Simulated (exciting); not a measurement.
Input of an exciting (release sodium) run:

Contents of input.xml:

```xml
<input>
  <title>Sb</title>
  <structure speciespath="./" tshift="false" cartesian="true">
    <crystal scale="6.634410462">
      <basevect>-0.449057107273 0.449057107273 0.772460632540</basevect>
      <basevect>0.449057107273 -0.449057107273 0.772460632540</basevect>
      <basevect>0.449057107273 0.449057107273 -0.772460632540</basevect>
    </crystal>
    <species speciesfile="Sb.xml" rmt="2.3">
      <atom coord="0.000000000000 0.000000000000 0.000000000000" bfcmt="0 0 -8"/>
    </species>
  </structure>
  <groundstate do="fromscratch" ngridk="10 10 10" rgkmax="8" gmaxvr="14" lmaxapw="10" lmaxmat="10" lmaxvr="8" xctype="GGA_PBE_SOL" stype="Fermi Dirac" swidth="0.00183747" nempty="16" ValenceRelativity="iora*" epsengy="1e-05" epspot="1e-05" maxscl="90" outputlevel="normal">
    <spin reducebf="0.5"/>
  </groundstate>
  <properties>
    <bandstructure>
      <plot1d>
        <path steps="120">
          <point coord="0 0 0" label="G"/>
          <point coord="0 0 0.5" label="X"/>
          <point coord="-0.1689742169 0.1689742169 0.5" label="Y"/>
          <point coord="-0.3344871084 0.3344871084 0.3344871084" label="S"/>
          <point coord="0 0 0" label="G"/>
          <point coord="0.5 0.5 -0.5" label="Z"/>
          <point coord="0.3344871084 0.6655128916 -0.3344871084" label="S1"/>
          <point coord="0 0.5 0" label="N"/>
          <point coord="0.25 0.25 0.25" label="P"/>
          <point coord="0.5 0.5 -0.1689742169" label="Y1"/>
          <point coord="0.5 0.5 -0.5" label="Z" breakafter="true"/>
          <point coord="0 0 0.5" label="X"/>
          <point coord="0.25 0.25 0.25" label="P"/>
        </path>
      </plot1d>
    </bandstructure>
    <dos nwdos="300" winddos="-0.6 0.5" inttype="tetra" ngrdos="100" nsmdos="1"/>
  </properties>
</input>
```

Potentials or basis: all-electron LAPW+lo, shipped species files, valence relativity iora*.

Launch:

```bash
$ OMP_NUM_THREADS=1 exciting_smp
```

Task: Estimate the net moment.

Result: 0.00 μB per cell.

Task: Estimate the band gap on the k mesh.

Result: None (metal or under the smearing width).

Levels at the corners of the path, in eV from the Fermi level:
Spin up:
```csv
point,band 5,band 6,band 7,band 8,band 9,band 10,band 11,band 12
Γ,-29.11,-12.96,4.62,5.42,5.42,9.99,10.59,11.15
X,-29.05,-6.66,-4.39,-1.01,0.58,3.49,4.43,15.71
Y,-29.10,-7.29,-3.41,-2.25,-1.80,7.38,8.76,16.39
S,-29.13,-8.42,-4.03,-3.92,3.70,7.47,14.89,15.33
Γ,-29.11,-12.96,4.62,5.42,5.42,9.99,10.59,11.15
Z,-29.10,-9.27,-5.67,2.11,2.11,6.06,6.17,21.41
S1,-29.13,-8.42,-4.03,-3.92,3.70,7.47,14.89,15.33
N,-29.10,-9.13,-5.80,1.77,5.36,6.24,10.42,10.73
P,-29.05,-6.58,-3.14,-3.14,-0.63,6.97,8.83,8.83
Y1,-29.10,-7.29,-3.41,-2.25,-1.80,7.38,8.76,16.39
Z,-29.10,-9.27,-5.67,2.11,2.11,6.06,6.17,21.41
X,-29.05,-6.66,-4.39,-1.01,0.58,3.49,4.43,15.71
P,-29.05,-6.58,-3.14,-3.14,-0.63,6.97,8.83,8.83
```
Spin down:
| point | band 6 | band 7 | band 8 | band 9 | band 10 | band 11 |
| --- | --- | --- | --- | --- | --- | --- |
| Γ | -12.96 | 4.62 | 5.42 | 5.42 | 9.99 | 10.59 |
| X | -6.66 | -4.39 | -1.01 | 0.58 | 3.49 | 4.43 |
| Y | -7.29 | -3.41 | -2.25 | -1.80 | 7.38 | 8.76 |
| S | -8.42 | -4.03 | -3.92 | 3.70 | 7.47 | 14.89 |
| Γ | -12.96 | 4.62 | 5.42 | 5.42 | 9.99 | 10.59 |
| Z | -9.27 | -5.67 | 2.11 | 2.11 | 6.06 | 6.17 |
| S1 | -8.42 | -4.03 | -3.92 | 3.70 | 7.47 | 14.89 |
| N | -9.13 | -5.80 | 1.77 | 5.36 | 6.24 | 10.42 |
| P | -6.58 | -3.14 | -3.14 | -0.63 | 6.97 | 8.83 |
| Y1 | -7.29 | -3.41 | -2.25 | -1.80 | 7.38 | 8.76 |
| Z | -9.27 | -5.67 | 2.11 | 2.11 | 6.06 | 6.17 |
| X | -6.66 | -4.39 | -1.01 | 0.58 | 3.49 | 4.43 |
| P | -6.58 | -3.14 | -3.14 | -0.63 | 6.97 | 8.83 |

Caveat: the tetrahedron DOS on this energy grid can lose part of the weight of narrow d or f bands; spin-orbit coupling is left out, which moves the levels of the heavy elements.
